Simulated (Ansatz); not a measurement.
# GaAs (I4/mmm) in Ansatz: further runs, part 2 of 2

Ansatz 0.2.0. Earlier steps stand in the parts before.

### 3 Band structure, HSE03

Contents of input:

```
crystal:
  lattice:
    - [-1.88077396, 1.88077396, 3.02585088]
    - [1.88077396, -1.88077396, 3.02585088]
    - [1.88077396, 1.88077396, -3.02585088]
  atoms:
    - { symbol: Ga, position: [0.0, 0.0, 0.0] }
    - { symbol: As, position: [0.5, 0.5, 0.0] }
hamiltonian:
  xc: { exchange: pbe, correlation: pbe, exx: { coeff: 0.25, omega: 0.3 } }
  pseudopotentials: { kind: paw }
kpoints:
  mp_grid: { grid: [5, 5, 5] }
  band_path:
    path:
      - [[0.0, 0.0, 0.0], [0.5, -0.5, 0.0], [0.5, -0.5, 0.1931737755], [0.3465868878, -0.3465868878, 0.3465868878], [0.0, 0.0, 0.0], [0.5, 0.5, -0.5], [0.6534131122, 0.3465868878, -0.3465868878], [0.5, 0.0, 0.0], [0.75, -0.25, -0.25], [0.8068262245, 0.1931737755, -0.5], [0.5, 0.5, -0.5]]
      - [[0.5, -0.5, 0.0], [0.75, -0.25, -0.25]]
    npoints: 4
scf:
  occupations: { method: fermi_dirac, width: 0.05 }
  n_extra_bands: 6
output:
  forces: true
  stress: true
  eigenvalues: true
  fatbands: false
```

Potentials or basis: Ansatz PAW.

What it wrote:

```text
Warning: output.stress: scf.convergence.dr2_threshold = 1e-7 eV (the SCF's general default) is looser than the 2e-10 eV advised for a printed stress (1e-10 eV for each atom of the cell: 2). What an SCF threshold leaves in a stress goes as its square root, and in the free energy as the threshold itself, and one threshold admits the most on a small cell: of the crystals measured, under no hybrid functional and no lock of the moments, on runs that ended without the residual-converged pass, on stresses that held no estimate of that error, the worst erred by over 100 MPa in a component at 1e-7 eV an atom and by under 5 at 1e-10. Set scf.convergence.dr2_threshold to 2e-10 eV or tighter. The threshold is an SCF's pass mark: one that does not reach it within its budget of iterations ends unconverged, or closes short of it on a stop that the run arms, and scf.convergence.dr2_threshold's page says what that costs each kind of run
Warning: output.stress: scf.exx.energy_threshold = 1e-6 eV is looser than the 2e-8 eV advised for a stress under a hybrid functional (1e-8 eV for each atom of the cell: 2). Every SCF of the exchange loop can meet its threshold on dr2 while the loop round them stops early: no threshold on dr2 bounds what that leaves in the stress. Set scf.exx.energy_threshold to 2e-8 eV or tighter. The threshold is the loop's pass mark: a loop that does not reach it within its budget of cycles ends unconverged, and scf.exx.energy_threshold's page has the law
scf.n_extra_bands = 6 over 14 filled bands (N_el = 28.0): the run solves 20 bands
GPUs: using 1 of 1 available (devices: 1).
Engine: ansatz 0.2.0, x86_64-unknown-linux-gnu
Pseudopotentials: kind: paw
Pseudopotential: Ga, paw, valence charge 13, recommended cutoff 420 eV (normal), Ga.paw.azcp
Pseudopotential: As, paw, valence charge 15, recommended cutoff 420 eV (normal), As.paw.azcp
Functional definition: unnamed
  parameter a_1 = 0.25
  parameter omega_1 = 0.3/angstrom
  exchange = pbe_x + (-a_1)*pbe_x_sr(omega_1) + a_1*exact_x_sr(omega_1)
  correlation = pbe_c
device memory: the entry about to start is reckoned to put 0.5 GiB on a device that reports 78.6 GiB free (of which the cap on the GPU budget leaves the run 18.0 GiB)
GPU FFT provider: cuFFT
GPU libraries: cuBLAS 13.8.2, cuFFT 12.4.0, cuSOLVER 12.3.4
Crystal: 2 atoms, lattice volume = 42.813 Å³
Basis set: ecut = 420 eV, 815 PW (Γ), exchange–correlation on 54×54×54 points (8 copies of the dense FFT grid, shifted against one another)
Bands: 20, of which v1, the nominal top of the filled ones, is band 14 counted from 1 (13 counted from 0)
Symmetry: 16 space group operations
Space group: I4/mmm (ITA 139), of the structure as read, at distance tolerance 3.5e-5 Å
k-points: 18 of 125
Non-local potential: Ga, projectors of the file, l = 0: 2, l = 1: 2, l = 2: 3, l = 3: 1
Non-local potential: As, projectors of the file, l = 0: 2, l = 1: 2, l = 2: 3, l = 3: 1
PAW form: soft (Blöchl's): semilocal exchange-correlation on the pseudo side does not see the compensation charge
PAW frozen core: Ga, regenerated for the run's functional, and the local potential with it (the file was generated under x = pbe(κ = 0.804, μ = 0.2195149727645171), c = pbe(β = 0.06672455060314922))
PAW frozen core: As, regenerated for the run's functional, and the local potential with it (the file was generated under x = pbe(κ = 0.804, μ = 0.2195149727645171), c = pbe(β = 0.06672455060314922))
PAW one-centre angular grid: Ga, 590 points (default); XC on 64 Gauss nodes
PAW one-centre angular grid: As, 590 points (default); XC on 64 Gauss nodes
Initial density: superposition of atomic densities (neutral atoms: chi_scale 0, normalization atom), corrected by the library's trained network
Initial wavefunctions: pseudopotential atomic-orbital guess
GPU buffer pool allocated for 19683 grid points (all kernels)
GPU transforms: local potential and band sums: pruned to the plane-wave sphere, on 27×27×27
Functional: x = pbe(κ = 0.804, μ = 0.2195149727645171), c = pbe(β = 0.06672455060314922), warm-up for x = pbe(κ = 0.804, μ = 0.2195149727645171) + 0.25 (exact − pbe) at short range (hse, ω = 0.3 Å⁻¹), c = pbe(β = 0.06672455060314922)
SCF iter   1: F=—  HF=-8639.004847 eV  |F-HF|=—  |Δ(HF+E_count)|=         —  Δρ=1.51e-3  dr2=1.08e-3  ethr=1.77e-3  ⟨swp⟩=7.6  Hψ=1472  notcnv=0
preconditioner: auto → none  [insulator: Δε(μ)=0.240 eV  Ē_g=16.838 eV  σ=0.050 eV  W_gap=0.74  n_scr=14 (ndim 8)  ℏωp=24.1 eV  f_vac=0.001  D(μ)=0.77/eV (n_scr^D=0)]
iter 2 solved again at ethr=2.48e-7 eV; its pass at ethr=3.85e-6 eV (dr2=6.95e-5 eV) is discarded
SCF iter   2: F=—  HF=-8639.004673 eV  |F-HF|=—  |Δ(HF+E_count)|=   1.74e-4  Δρ=4.82e-4  dr2=6.95e-5  ethr=2.48e-7  ⟨swp⟩=3.4  Hψ=1537  notcnv=0  defer=2
SCF iter   3: F=—  HF=-8639.004685 eV  |F-HF|=—  |Δ(HF+E_count)|=   1.21e-5  Δρ=1.32e-4  dr2=8.78e-6  ethr=2.48e-7  ⟨swp⟩=3.2  Hψ=791  notcnv=0  defer=1
[... 31 lines left out ...]
GPU transforms: local potential and band sums: pruned to the plane-wave sphere, on 27×27×27
Exchange kernel: α = 0.2500, screened, ω = 0.3000 Å⁻¹, Wigner–Seitz truncation, v(0) = 502.6327 eV·Å³, q-mesh 5×5×5, nearest image of the exchange supercell L = 18.81 Å, pair-density grid 15×15×15, without the augmentation charges, whose exchange is taken in its separable form by FFT convolution over the k-point mesh (sized by the pseudopotential files, 24×24×20 at the most), smooth part of the exact exchange by density-matrix convolution in up to 1.89 GiB of GPU memory as planned if the GPU has room (build and FFT work areas not counted)
Frozen-core exchange: fock
SCF iter   1: F=—  HF=-8640.498096 eV  |F-HF|=—  |Δ(HF+E_count)|=         —  Δρ=5.28e-5  dr2=7.98e-7  ethr=8.63e-7  ⟨swp⟩=3.2  Hψ=760  notcnv=0
preconditioner: auto → none  [insulator: Δε(μ)=0.146 eV  Ē_g=19.178 eV  σ=0.050 eV  W_gap=0.61  n_scr=14 (ndim 8)  ℏωp=24.1 eV  f_vac=0.000  D(μ)=0.80/eV (n_scr^D=0)]
SCF iter   2: F=—  HF=-8640.498097 eV  |F-HF|=—  |Δ(HF+E_count)|=   1.22e-6  Δρ=2.28e-5  dr2=1.96e-7  ethr=2.56e-9  ⟨swp⟩=4.0  Hψ=1152  notcnv=0
SCF iter   3: F=—  HF=-8640.498097 eV  |F-HF|=—  |Δ(HF+E_count)|=   1.20e-7  Δρ=7.59e-6  dr2=6.99e-8  ethr=4.12e-10  ⟨swp⟩=4.0  Hψ=866  notcnv=0
SCF iter   4: F=—  HF=-8640.498097 eV  |F-HF|=—  |Δ(HF+E_count)|=   4.22e-7  Δρ=7.70e-6  dr2=2.54e-8  ethr=3.63e-11  ⟨swp⟩=4.4  Hψ=1301  notcnv=0
SCF iter   5: F=-8640.498097 eV  HF=-8640.498097 eV  |F-HF|=5.26e-9  |Δ(HF+E_count)|=   5.12e-9  Δρ=6.58e-7  dr2=5.42e-10  ethr=3.63e-11  ⟨swp⟩=3.0  Hψ=782  notcnv=0
SCF 3 converged in 5 iterations: F = -8640.498097 eV  dr2 = 5.42e-10
  Residual-converged pass: ⟨swp⟩=3.0  Hψ=674  notcnv=0  max |occ|·‖R‖ = 2.4e-6 eV (tolerance 2.4e-6 eV)  dr2=5.38e-10  dr2_onsite=8.93e-9  max |Δocc| = 6.4e-12
hybrid outer 2: dexx = +4.566e-7 eV, tail = 3.98e-8 eV, Δε = 2.75e-3 eV (about 1.11e-4 eV left of the loop's levels)
device memory: the entry about to start is reckoned to put 0.4 GiB on a device that reports 78.6 GiB free (of which the cap on the GPU budget leaves the run 18.0 GiB)
NSCF: frozen V_eff on 46 k-points, pencils in batches of 32, up to order 88
hybrid SCF converged: 2 outer / 12 inner (+7 warm-up), last move |dexx| = 4.57e-7 eV, tail = 3.98e-8 eV
Stability not checked: this state was not tested for a lower state beside it, because the functional holds exact exchange (a hybrid, or Hartree-Fock), whose exchange loop this test does not read (fock_operator; see scf.lower_state_search)
Free energy (F): -8640.498097 eV
Frozen-core exchange: fock
Harris-Foulkes:  -8640.498097 eV  (|F-HF|=5.26e-9)
Internal energy: -8640.491173 eV  (E = F + TS)
E sigma→0 (E₀):  -8640.494635 eV
Entropy (-TS):   -0.006924 eV (-3.462 meV/atom)
Fermi energy:    8.943294 eV
--- Per-component energies (eV) ---
  E_band       = -362.879974
  E_kinetic    = 214.082776
  E_local      = -3578.090217  (includes V_loc(G=0)·N_el)
  E_nonlocal   = -245.613515
  E_hartree    = 1818.554996
  E_xc         = -120.555311
  E_vxc        = -110.301527  (∫ρ·V_xc dr)
  E_exx        = -103.761353  (= α·E_x^exact, valence–valence)
  E_paw        = -3747.760992  (= ΣΔE_a)
  E_vpaw       = -72.545108  (= ΣTr[D̂ρ^β])
  E_aug_tail   = -0.000137  (compensation charges beyond the density's cutoff)
  E_ewald      = -2876.677681
  E_core_change = -0.669740  (= ΣΔE_core)
  E_smearing   = -0.006924  (= −TS)
  E_closure    = 0.000000  (closes the sum)
  Σ components = -8640.498097   (vs F -8640.498097, Δ=0.00e0)
--- Forces (eV/Å), atoms counted from 1 ---
  atom   1  Ga    -0.00000000     0.00000000    -0.00000000
  atom   2  As     0.00000000     0.00000000     0.00000000
  max |Σ_I F_I| component: 4.23e-28 eV/Å
--- Stress (GPa, compression-positive) ---
       -4.024815      -0.000000       0.000000
       -0.000000      -4.024815      -0.000000
        0.000000       0.000000      -8.130578
  P = ⅓ Tr σ = -5.3934 GPa (-53.934 kbar)
--- Band table (eV; the first three rows and the last of 18) ---
  k-point 0: bands = ["-30.0447", "-30.0361", "-30.0013", "-30.0013", "-29.9972", "-8.9319", "-8.8945", "-8.8829", "-8.8829", "-8.8800", "-5.0527", "8.2364", "8.2364", "8.3796", "9.6360", "14.2990", "15.7822", "16.9316", "16.9316", "17.3426"]
  k-point 1: bands = ["-30.0452", "-30.0348", "-30.0016", "-30.0009", "-29.9966", "-8.9251", "-8.9159", "-8.8883", "-8.8785", "-8.8643", "-4.2696", "4.7746", "6.8632", "8.5288", "11.3896", "14.0071", "14.3343", "14.5588", "17.8240", "18.2529"]
  k-point 2: bands = ["-30.0463", "-30.0326", "-30.0020", "-30.0004", "-29.9958", "-8.9944", "-8.9004", "-8.8970", "-8.8690", "-8.8358", "-2.2638", "3.2502", "5.3794", "5.7777", "7.1375", "12.9289", "16.1013", "19.5578", "20.3010", "21.0326"]
  k-point 17: bands = ["-30.0446", "-30.0357", "-30.0003", "-30.0001", "-29.9971", "-8.9761", "-8.9007", "-8.8792", "-8.8697", "-8.8643", "-2.7161", "3.2168", "3.7827", "7.0820", "8.8500", "14.9847", "16.8235", "18.0290", "18.1728", "23.2315"]
```

It took 37 s on 1 × NVIDIA H100 80GB HBM3 with 2 threads of AMD EPYC 7R13 (Zen 3), shared host; peak memory 1.9 GiB.

Results:

| Property | Result |
| --- | --- |
| Free energy | -8640.4981 eV |
| Pressure | -5.4 GPa |
| Band gap on the k mesh | none (metal or under the smearing width) |

Stress tensor (GPa, compression positive):
```
-4.02  0.00  0.00
 0.00 -4.02  0.00
 0.00  0.00 -8.13
```

Levels at the corners of the path, in eV from the Fermi level:
```tsv
point	band 10	band 11	band 12	band 13	band 14	band 15	band 16	band 17	band 18	band 19
Γ	-17.82	-14.00	-0.71	-0.71	-0.56	0.69	5.36	6.84	7.99	7.99
X	-17.77	-10.64	-5.71	-4.39	-3.77	-2.01	3.78	7.70	11.96	12.20
Y	-17.79	-10.95	-6.30	-4.92	-3.66	0.91	6.51	6.54	8.87	9.98
S	-17.81	-11.46	-7.00	-4.57	-1.23	0.91	6.18	6.97	8.16	9.06
Γ	-17.82	-14.00	-0.71	-0.71	-0.56	0.69	5.36	6.84	7.99	7.99
Z	-17.81	-11.90	-5.61	-2.93	-2.36	-2.36	4.25	10.29	10.54	10.54
S1	-17.81	-11.46	-7.00	-4.57	-1.23	0.91	6.18	6.97	8.16	9.06
N	-17.80	-11.78	-8.13	-0.48	0.34	1.93	3.50	3.52	4.43	11.93
P	-17.77	-10.57	-5.48	-4.90	-4.90	1.09	3.49	6.85	6.85	12.68
Y1	-17.79	-10.95	-6.30	-4.92	-3.66	0.91	6.51	6.54	8.87	9.98
Z	-17.81	-11.90	-5.61	-2.93	-2.36	-2.36	4.25	10.29	10.54	10.54
X	-17.77	-10.64	-5.71	-4.39	-3.77	-2.01	3.78	7.70	11.96	12.20
P	-17.77	-10.57	-5.48	-4.90	-4.90	1.09	3.49	6.85	6.85	12.68
```

Caveat: the k mesh is coarse (spacing up to 0.47 Å⁻¹), so the values aren't converged, least of all with exact exchange; the PAW data sets come from PBE, with cores solved anew for the run's functional, which leaves a small shift of forces and pressure; the thresholds are loose for stress.

### 4 Band structure, HSEsol

input, as its differences from that of step 3:

```diff
@@ -9,3 +9,6 @@
 hamiltonian:
-  xc: { exchange: pbe, correlation: pbe, exx: { coeff: 0.25, omega: 0.3 } }
+  xc:
+    exchange: hjs_pbesol
+    correlation: pbesol
+    exx: { coeff: 0.25, omega: 0.207 }
   pseudopotentials: { kind: paw }
```

Run time: 38 s. Hardware: 1 × NVIDIA H100 80GB HBM3 with 2 threads of AMD EPYC 7R13 (Zen 3), shared host; peak memory 1.8 GiB.

The run converged. Its results:

* Free energy: -8581.0955 eV
* Pressure: -7.7 GPa
* Band gap on the k mesh: none (metal or under the smearing width)

Stress tensor (GPa, compression positive):
```
-6.61  0.00  0.00
 0.00 -6.61  0.00
 0.00  0.00 -9.97
```

Levels at the corners of the path, in eV from the Fermi level:
| point | band 12 | band 13 | band 14 | band 15 | band 16 | band 17 |
| --- | --- | --- | --- | --- | --- | --- |
| Γ | -0.76 | -0.76 | -0.61 | 0.73 | 5.46 | 6.97 |
| X | -5.86 | -4.51 | -3.88 | -2.09 | 3.85 | 7.83 |
| Y | -6.47 | -5.06 | -3.79 | 0.95 | 6.62 | 6.65 |
| S | -7.19 | -4.72 | -1.28 | 0.94 | 6.31 | 7.09 |
| Γ | -0.76 | -0.76 | -0.61 | 0.73 | 5.46 | 6.97 |
| Z | -5.78 | -3.02 | -2.44 | -2.44 | 4.33 | 10.43 |
| S1 | -7.19 | -4.72 | -1.28 | 0.94 | 6.31 | 7.09 |
| N | -8.33 | -0.52 | 0.36 | 1.98 | 3.59 | 3.59 |
| P | -5.64 | -5.03 | -5.03 | 1.14 | 3.57 | 6.95 |
| Y1 | -6.47 | -5.06 | -3.79 | 0.95 | 6.62 | 6.65 |
| Z | -5.78 | -3.02 | -2.44 | -2.44 | 4.33 | 10.43 |
| X | -5.86 | -4.51 | -3.88 | -2.09 | 3.85 | 7.83 |
| P | -5.64 | -5.03 | -5.03 | 1.14 | 3.57 | 6.95 |

Caveat: the k mesh is coarse (spacing up to 0.47 Å⁻¹), so the values aren't converged, least of all with exact exchange; the PAW data sets come from PBE, with cores solved anew for the run's functional, which leaves a small shift of forces and pressure; the thresholds are loose for stress.

### 5 Summary

```csv
level,gap on the mesh (eV),pressure (GPa)
HSE06,none,-5.8
HSE03,none,-5.4
HSEsol,none,-7.7
```

Alike in all rows: task band structure; potentials or basis Ansatz PAW; no spin polarisation; cell as given; k mesh 5 × 5 × 5; cutoff (eV) 420; smearing fermi-dirac 0.05 eV; the mesh is coarse, so values aren't converged.

Caveats: all runs use coarse meshes; the PAW data sets come from PBE, with cores solved anew for the run's functional, which leaves a small shift of forces and pressure; the thresholds are loose for stress.

Absolute energies hang on the potentials; compare differences alone.
